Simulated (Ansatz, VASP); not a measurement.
One calculation of HfC, two programs

The input INCAR:

```
  ALGO = Normal
  EDIFF = 1E-7
  ENCUT = 520
  GGA = PS
  ISIF = 2
  ISMEAR = 0
  LASPH = True
  LCHARG = False
  LREAL = False
  LWAVE = False
  NBANDS = 14
  NELM = 60
  PREC = Accurate
  SIGMA = 0.15
```

KPOINTS

```
k-points
0
Gamma
  18 18 18
```

Contents of POSCAR:

```
HfC
1.0
    0.0000000000      2.3250000000      2.3250000000
    2.3250000000      0.0000000000      2.3250000000
    2.3250000000      2.3250000000      0.0000000000
Hf C
1 1
Direct
    0.5000000000      0.5000000000      0.5000000000
   -0.0645161290      0.0645161290     -0.0645161290
```

Input for Ansatz:

```yaml
crystal:
  lattice:
    - [0.0, 2.325, 2.325]
    - [2.325, 0.0, 2.325]
    - [2.325, 2.325, 0.0]
  atoms:
    - { symbol: Hf, position: [0.5, 0.5, 0.5] }
    - { symbol: C, position: [-0.064516129, 0.064516129, -0.064516129] }
basis:
  ecutwfc: 420
kpoints:
  mp_grid: { grid: [18, 18, 18] }
hamiltonian:
  xc: pbesol
scf:
  occupations: { method: gaussian, width: 0.15 }
output:
  forces: true
  stress: true
  eigenvalues: true
```

Change from the starting cell: all C atoms moved -0.300 Å, as atom 2 along Cartesian [0 1 0].

Alike in both runs: task single point; functional PBEsol; k mesh 18 × 18 × 18; occupations gaussian, width 0.15 eV; no spin polarisation.

|  | VASP | Ansatz |
| --- | --- | --- |
| version | VASP 6.6.1 | Ansatz 0.2.0 |
| potentials or method | VASP PAW PBE potentials, release 64 (Hf_pv, C) | scalar-relativistic, plane waves, PAW |
| plane-wave cutoff (eV) | 520 | 420 |
| valence electrons in the cell | 14 | 30 |

```tsv
	VASP	Ansatz	Ansatz less VASP
gap on the k mesh at the Fermi level (eV)	none	none	-
pressure (GPa)	2.0	2.3	+0.24
largest component of the traceless stress (GPa)	20.10	19.62	-0.477
rms of the force components (eV/Å)	1.854	1.832	-0.0214
```

Atom by atom the forces differ by 0.021 eV/Å (rms over components). A gap of «none» marks a metal or a gap that the smearing closes. The two sets of potentials don't hold the same shells in valence.

Caveats: the PAW data sets were made with another functional, which shifts forces and pressure a little (VASP). Spin-orbit coupling is left out, which matters for the levels of Hf.
